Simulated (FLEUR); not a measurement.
Crystal: LiF (Griceite).

```
F Li
1.0
     0.00000    2.01400    2.01400
     2.01400    0.00000    2.01400
     2.01400    2.01400    0.00000
F Li
1 1
Direct
  0.50000 0.50000 0.50000
  0.00000 0.00000 0.00000
```

| Quantity | Value |
| --- | --- |
| Program | FLEUR MaX-R8.1 (later development tree) |
| Task | single point |
| Functional | PBE |
| Potentials or basis | all-electron |
| Basis | FLAPW |
| Kmax | 4.21 1/bohr |
| k mesh | 11 × 11 × 11 |
| Occupations | fermi-dirac, width 0.05 eV |
| Spin | no spin polarisation |
| Gmax | 13.1 1/bohr |
| Muffin-tin radii | F 1.71, Li 1.71 bohr |
| lmax | F 8, Li 8 |
| Local orbitals a species | F 3, Li 3 |
| Max iterations | 60 |
| Mixing factor | 0.05 |
| Mixer | Anderson |
| Mixer history | 15 |
| Density convergence | 1e-05 me/bohr^3 |

On this cell: largest force zero by symmetry; band gap on the k mesh 9.05 eV, direct.

The same run follows on a disturbed copy (atoms moved at random, drawn with an rms of 0.05 Å):

```
CELL_PARAMETERS angstrom
0.00000 2.01400 2.01400
2.01400 0.00000 2.01400
2.01400 2.01400 0.00000
ATOMIC_POSITIONS crystal
F 0.51469 0.47986 0.52021
Li 0.01018 0.99935 0.01060
```

Task: What changes?

Result: The energy moves by +0.9 meV/atom; largest force 0.076 eV/Å; band gap on the k mesh 9.05 eV, direct.

Forces on the atoms (eV/Å):
```
F    0.033 -0.046  0.050
Li  -0.033  0.046 -0.050
```

Caveats: an odd mesh through Γ misses points on the zone boundary, where band edges often lie.
